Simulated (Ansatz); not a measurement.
# Ru: the cost of one run

Method: DFT r2SCAN, plane waves, PAW, scalar-relativistic, no spin polarisation, in Ansatz 0.2.0.

## 1. The structure to begin with

The cell holds 13 atoms (Ru13): a = 5.400 Å, b = 5.400 Å, c = 17.277 Å, α = 90.00°, β = 90.00°, γ = 60.00°.

Structure file:

```cif
data_structure
_symmetry_space_group_name_H-M 'P 1'
_symmetry_Int_Tables_number 1
_cell_length_a 5.4000
_cell_length_b 5.4000
_cell_length_c 17.2768
_cell_angle_alpha 90.000
_cell_angle_beta 90.000
_cell_angle_gamma 60.000
_cell_volume 436.30
loop_
_atom_site_label
_atom_site_type_symbol
_atom_site_fract_x
_atom_site_fract_y
_atom_site_fract_z
_atom_site_occupancy
Ru1 Ru 0.00000 0.00000 0.05788 1
Ru2 Ru 0.50000 0.00000 0.05788 1
Ru3 Ru 0.00000 0.50000 0.05788 1
Ru4 Ru 0.50000 0.50000 0.05788 1
Ru5 Ru 0.83333 0.33333 0.18165 1
Ru6 Ru 0.33333 0.33333 0.18165 1
Ru7 Ru 0.83333 0.83333 0.18165 1
Ru8 Ru 0.33333 0.83333 0.18165 1
Ru9 Ru 0.00000 0.00000 0.30543 1
Ru10 Ru 0.50000 0.00000 0.30543 1
Ru11 Ru 0.00000 0.50000 0.30543 1
Ru12 Ru 0.50000 0.50000 0.30543 1
Ru13 Ru 0.23400 0.01791 0.46113 1
```

## 2. Preparing the start

Contents of input.yaml:

```yaml
accuracy: low
crystal:
  lattice:
    - [5.4, 0.0, 0.0]
    - [2.7, 4.676537, 0.0]
    - [0.0, 0.0, 17.2768]
  atoms:
    - { symbol: Ru, position: [0.0, 0.0, 0.0578811] }
    - { symbol: Ru, position: [0.5, 0.0, 0.0578811] }
    - { symbol: Ru, position: [0.0, 0.5, 0.0578811] }
    - { symbol: Ru, position: [0.5, 0.5, 0.0578811] }
    - { symbol: Ru, position: [-0.1666667, 0.3333333, 0.181654] }
    - { symbol: Ru, position: [0.3333333, 0.3333333, 0.181654] }
    - { symbol: Ru, position: [-0.1666667, 0.8333333, 0.181654] }
    - { symbol: Ru, position: [0.3333333, 0.8333333, 0.181654] }
    - { symbol: Ru, position: [0.0, 0.0, 0.3054269] }
    - { symbol: Ru, position: [0.5, 0.0, 0.3054269] }
    - { symbol: Ru, position: [0.0, 0.5, 0.3054269] }
    - { symbol: Ru, position: [0.5, 0.5, 0.3054269] }
    - { symbol: Ru, position: [0.2340036, 0.0179054, 0.4611271] }
basis:
  ecutwfc: 500.0
kpoints:
  mp_grid: { grid: [2, 2, 1] }
hamiltonian:
  xc: r2scan
  pseudopotentials: { kind: paw, azcp: { folder: soft_1 } }
scf:
  occupations: { method: fermi_dirac, width: 0.05 }
  lower_state_search: "off"
relax:
  f_tol: 0.08
  max_steps: 25
  adjacent_minimum: "off"
  constraints: [{ sites: [0, 1, 2, 3] }]
output:
  write_density: true
  write_potential: true
  elf: true
  volumetric_format: npy
```

The run is started by

```sh
$ ansatz run input.yaml --threads 4 --pin off --max-ram 10240MiB --backend cpu --events-out ev --progress --plain --runs-dir out
```

**Question.** How long does this run take on 4 threads of Arm Neoverse V2, shared host, and how much memory does it need?

About 1.7 min, with a peak of 1.7 GiB.
